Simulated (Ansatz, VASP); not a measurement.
## One calculation of SrTiO3, two programs

```xyz
5
Lattice="3.9364 0.0000 0.0000 0.0000 3.9364 0.0000 0.0000 0.0000 3.9364" Properties=species:S:1:pos:R:3 pbc="T T T"
Sr    1.9682    1.9682    1.9682
Ti    0.0000    0.0000    0.0000
O     1.9682    0.0000    0.0000
O     0.0000    1.9682    0.0000
O     0.0000    0.0000    1.9682
```

Alike in both runs: task relaxation of cell and atoms; functional PBEsol; k mesh 8 × 8 × 8; occupations gaussian, width 0.02 eV; no spin polarisation.

|  | VASP | Ansatz |
| --- | --- | --- |
| version | VASP 6.6.1 | Ansatz 0.2.0 |
| potentials or method | VASP PAW PBE potentials, release 64 (Sr_sv, Ti_sv, O) | scalar-relativistic, plane waves, PAW |
| plane-wave cutoff (eV) | 600 | 420 |
| valence electrons in the cell | 40 | 40 |

```csv
,VASP,Ansatz,Ansatz less VASP
"gap on the k mesh at the Fermi level, each at its own relaxed structure (eV)",1.82,1.85,+0.036
relaxed volume (Å³/atom),11.82,11.78,-0.033
relaxed cell length with the largest relative difference (Å),3.895,3.891,-0.0036
energy change over the relaxation (meV/atom),-7,-8,-1.2
```

Caveats: the PAW data sets were made with another functional, which shifts forces and pressure a little (VASP). PBEsol gaps usually lie below the measured ones, often by a third to a half. A k mesh can miss the band edges.
